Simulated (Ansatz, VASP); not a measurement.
# Ca in VASP and in Ansatz

The input INCAR:

```
SYSTEM = Ca
  PREC = Accurate
  ENCUT = 520
  EDIFF = 1E-6
  ISMEAR = 0
  SIGMA = 0.15
  LREAL = .False.
  LASPH = .True.
  NELM = 60
  ALGO = Fast
  ISIF = 2
  LWAVE = .False.
  LCHARG = .False.
  GGA = PE
  NBANDS = 11
```

File KPOINTS:

```
regular mesh
0
Gamma
  18 18 18
  0 0 0
```

Contents of POSCAR:

```
Ca
1.0
   -2.0751772654      2.0751772654      2.4799477917
    2.0751772654     -2.0751772654      2.4799477917
    2.0751772654      2.0751772654     -2.4799477917
Ca
1
Direct
    0.5000000000      0.5000000000      0.0000000000
```

Input for Ansatz:

```yaml
crystal:
  lattice:
    - [-2.0751772654, 2.0751772654, 2.4799477917]
    - [2.0751772654, -2.0751772654, 2.4799477917]
    - [2.0751772654, 2.0751772654, -2.4799477917]
  atoms:
    - { symbol: Ca, position: [0.5, 0.5, 0.0] }
basis:
  ecutwfc: 420
kpoints:
  mp_grid: { grid: [18, 18, 18] }
hamiltonian:
  xc: pbe
scf:
  occupations: { method: gaussian, width: 0.15 }
output:
  forces: true
  stress: true
  eigenvalues: true
```

Alike in both runs: task single point; functional PBE; k mesh 18 × 18 × 18; occupations gaussian, width 0.15 eV; no spin polarisation.

|  | VASP | Ansatz |
| --- | --- | --- |
| version | VASP 6.6.1 | Ansatz 0.2.0 |
| potentials or method | VASP PAW PBE potentials, release 64 (Ca_sv) | scalar-relativistic, plane waves, PAW |
| plane-wave cutoff (eV) | 520 | 420 |
| valence electrons in the cell | 10 | 10 |

```tsv
	VASP	Ansatz	Ansatz less VASP
gap on the k mesh at the Fermi level (eV)	none	none	-
pressure (GPa)	-0.2	-0.2	0.00
largest component of the traceless stress (GPa)	0.24	0.24	0.000
```

A gap of «none» marks a metal or a gap that the smearing closes. With one functional, cell and mesh, what is left measures potentials, basis and numerics.
